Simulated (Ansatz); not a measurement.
The cell is COD entry 9009016, as deposited and not checked against the literature; nothing was relaxed. The listed cell was then made from it by scaling, straining or moving an atom.

HfO2: DFT, PBE, all-electron PAW with datasets made for the crystal, scalar-relativistic (Ansatz 0.2.0). What sets it apart from a plain run of this crystal: volume scaled by 0.98.

Command: `ansatz run input.yaml --threads 1 --pin off --max-ram 4096MiB --backend cpu --events-out ev --progress --plain --runs-dir out` The run took 6.5 s on 1 thread of Intel(R) Xeon(R) 6975P-C (Granite Rapids), on a shared host, peak memory 0.58 GiB.

```yaml
crystal:
  lattice:
    - [0.0, 2.5403350533, 2.5403350533]
    - [2.5403350533, 0.0, 2.5403350533]
    - [2.5403350533, 2.5403350533, 0.0]
  atoms:
    - { symbol: Hf, position: [0.0, 0.0, 0.0] }
    - { symbol: O, position: [0.25, 0.25, 0.25] }
    - { symbol: O, position: [0.75, 0.75, 0.75] }
kpoints:
  mp_grid: { grid: [9, 9, 9] }
scf:
  occupations: { method: fermi_dirac, width: 0.01 }
hamiltonian:
  xc: pbe
  pseudopotentials: { kind: all_electron, datasets: crystal }
output:
  forces: true
  stress: true
  eigenvalues: true
  efg: { contact_densities: true }
```

Output (standing set-up lines are left out):

```
hamiltonian.pseudopotentials.datasets: crystal makes datasets for this crystal and solves the spheres of its atoms anew in each pass: cutoff 460.0 eV, the density's 1840.0 eV; for an error of 0.50 meV an atom under PBE, 1.5 meV for the cell; an energy difference from a run of another recipe may be off by several times the error for the cell, under r2SCAN by more, where some 0.1 meV an atom stays at smaller errors; O in spheres of 0.926 Å, 6 of its electrons in bands; Hf in spheres of 1.265 Å, 26 of its electrons in bands
Pseudopotential: Hf, paw, valence charge 26, recommended cutoff 460 eV (normal), Koelling and Harmon's equation, gaussian nucleus
Pseudopotential: O, paw, valence charge 6, recommended cutoff 460 eV (normal), Koelling and Harmon's equation, gaussian nucleus
Crystal: 3 atoms, lattice volume = 32.787 Å³
Basis set: ecut = 460 eV, 725 PW (Γ), exchange–correlation on 54×54×54 points (8 copies of the dense FFT grid, shifted against one another)
PAW one-centre angular grid: Hf, 590 points (default); XC on its mesh's 1797 points in the sphere
PAW one-centre angular grid: O, 110 points (default); XC on its mesh's 1919 points in the sphere
iter 1 solved again at ethr=3.95e-2 eV; its pass at ethr=1.00e-1 eV (dr2=1.50e1 eV) is discarded
SCF iter   1: F=—  HF=-414356.283476 eV  |F-HF|=—  |Δ(HF+E_count)|=         —  Δρ=2.11e-1  dr2=1.48e1  ethr=3.95e-2  ⟨swp⟩=2.0  Hψ=3836  notcnv=0
preconditioner: auto → none  [insulator: Δε(μ)=7.009 eV  Ē_g=18.607 eV  σ=0.010 eV  W_gap=1.00  n_scr=14 (ndim 8)  ℏωp=38.9 eV  f_vac=0.000  D(μ)=0.00/eV (n_scr^D=0)  ε∞_Penn≈5.4]
SCF iter   2: F=—  HF=-414353.474629 eV  |F-HF|=—  |Δ(HF+E_count)|=    2.81e0  Δρ=1.55e-1  dr2=5.17e0  ethr=3.91e-2  ⟨swp⟩=4.0  Hψ=2157  notcnv=0
iter 3 solved again at ethr=5.47e-4 eV; its pass at ethr=1.36e-2 eV (dr2=2.08e-1 eV) is discarded
SCF iter   3: F=—  HF=-414352.195504 eV  |F-HF|=—  |Δ(HF+E_count)|=    1.28e0  Δρ=2.65e-2  dr2=2.09e-1  ethr=5.47e-4  ⟨swp⟩=2.1  Hψ=3674  notcnv=0
SCF iter   4: F=—  HF=-414352.197850 eV  |F-HF|=—  |Δ(HF+E_count)|=   2.35e-3  Δρ=1.11e-2  dr2=4.21e-2  ethr=5.47e-4  ⟨swp⟩=3.7  Hψ=2090  notcnv=0
SCF iter   5: F=—  HF=-414352.179916 eV  |F-HF|=—  |Δ(HF+E_count)|=   1.79e-2  Δρ=4.06e-3  dr2=7.48e-3  ethr=1.11e-4  ⟨swp⟩=3.1  Hψ=2372  notcnv=0
SCF iter   6: F=—  HF=-414352.179160 eV  |F-HF|=—  |Δ(HF+E_count)|=   7.57e-4  Δρ=2.17e-3  dr2=2.18e-3  ethr=1.97e-5  ⟨swp⟩=3.9  Hψ=2153  notcnv=0
SCF iter   7: F=—  HF=-414352.178545 eV  |F-HF|=—  |Δ(HF+E_count)|=   6.15e-4  Δρ=3.93e-4  dr2=7.27e-5  ethr=5.73e-6  ⟨swp⟩=3.6  Hψ=2275  notcnv=0
SCF iter   8: F=—  HF=-414352.178502 eV  |F-HF|=—  |Δ(HF+E_count)|=   4.34e-5  Δρ=7.62e-5  dr2=2.60e-6  ethr=1.91e-7  ⟨swp⟩=3.9  Hψ=1814  notcnv=0
SCF iter   9: F=—  HF=-414352.178501 eV  |F-HF|=—  |Δ(HF+E_count)|=   5.67e-7  Δρ=4.09e-5  dr2=7.84e-7  ethr=6.84e-9  ⟨swp⟩=2.5  Hψ=1509  notcnv=0
SCF iter  10: F=-414352.178501 eV  HF=-414352.178501 eV  |F-HF|=1.80e-9  |Δ(HF+E_count)|=   2.40e-7  Δρ=2.34e-6  dr2=1.83e-9  ethr=2.06e-9  ⟨swp⟩=3.2  Hψ=1672  notcnv=0
SCF 1 converged in 10 iterations: F = -414352.178503 eV  dr2 = 1.83e-9
  Residual-converged pass: ⟨swp⟩=4.0  Hψ=1965  notcnv=0  max |occ|·‖R‖ = 6.5e-6 eV (tolerance 6.5e-6 eV)  dr2=1.74e-9  dr2_onsite=3.10e-9  max |Δocc| = 0.0e0
  greatest PAW one-centre occupation: 0.998 electrons in one spin orbital (limit 2), on the Hf atom at site 0 (counted from 0), in its partial waves of l = 3
SCF converged after 10 iterations
Free energy (F): -414352.178503 eV
Harris-Foulkes:  -414352.178503 eV  (|F-HF|=1.80e-9)
Internal energy: -414352.178503 eV  (E = F + TS)
E sigma→0 (E₀):  -414352.178503 eV
Past the cutoff: the bands carry plane waves up to 1.75 times it, of which those up to 1.5 times it add -0.000156 eV an atom, each by itself; the spheres take 0.000097 eV an atom off the energy for waves past 1.75 times it
By the cutoff:   a pressure is off by up to 0.006 GPa (1.2 times the spheres' own share and the shells' term, over an atom's volume, and 0.004 GPa: a bound that held against runs at twice the plane waves)
Past the cutoffs: a stress includes 0.0014 GPa for waves and charges beyond them, in addition to the slope of what the spheres take
In the spheres:  the bands' charges fall short by 7.3e-7 e at most (sound up to 1e-3)
Fermi energy:    18.073855 eV
--- Per-component energies (eV) ---
  The terms above E_closure are by the made datasets' own strengths, without shells solved beside the bands.
--- Forces (eV/Å), atoms counted from 1 ---
  atom   1  Hf    -0.00000000     0.00000000     0.00000000
  atom   2  O      0.00000000     0.00000000     0.00000000
  atom   3  O     -0.00000000     0.00000000     0.00000000
  max |Σ_I F_I| component: 4.63e-18 eV/Å
--- Stress (GPa, compression-positive) ---
        2.514903       0.000000       0.000000
        0.000000       2.514903      -0.000000
        0.000000      -0.000000       2.514903
  P = ⅓ Tr σ = 2.5149 GPa (25.149 kbar)
--- PAW observables at the nuclei: V_zz in 10²¹ V/m², potentials from the cell's mean, atoms counted from 1 ---
  atom   1  Hf V_zz =    -0.000000   η = 0.0000   by run symmetry: forbidden
            electrostatic potential = -14180.402284 V   contact ρ = 7525156.192179 e/Å³
  atom   2  O  V_zz =    -0.000000   η = 0.0000   by run symmetry: forbidden
            electrostatic potential = -631.776376 V   contact ρ = 2156.856143 e/Å³
  atom   3  O  V_zz =    -0.000000   η = 0.0000   by run symmetry: forbidden
            electrostatic potential = -631.776376 V   contact ρ = 2156.856143 e/Å³
--- Band table (eV; the first three rows and the last of 35) ---
  k-point 0: bands = ["-44.8781", "-13.4116", "-13.4116", "-13.4116", "-2.5506", "0.2768", "5.2069", "5.2069", "5.2069", "5.2719", "5.2719", "5.2719", "5.4768", "10.8295", "10.8295", "10.8295", "15.5702", "15.5702", "15.5702", "20.0472"]
  k-point 1: bands = ["-44.8765", "-13.4653", "-13.4174", "-13.4174", "-2.3881", "0.1636", "5.2094", "5.2094", "5.2100", "5.2674", "5.2674", "5.2720", "5.4398", "10.9514", "10.9514", "11.1714", "15.1968", "15.3392", "15.3392", "20.2802"]
  k-point 2: bands = ["-44.8725", "-13.5969", "-13.4321", "-13.4321", "-1.9816", "-0.0897", "5.2150", "5.2150", "5.2196", "5.2577", "5.2577", "5.2723", "5.3677", "11.2643", "11.2643", "12.0026", "14.4024", "14.8760", "14.8760", "20.6859"]
  k-point 34: bands = ["-44.8604", "-13.7340", "-13.6683", "-13.5282", "-0.6599", "-0.6463", "5.2303", "5.2355", "5.2356", "5.2406", "5.2445", "5.2590", "5.2660", "10.8479", "11.2878", "13.3387", "13.7571", "14.8268", "15.8315", "20.8931"]
```
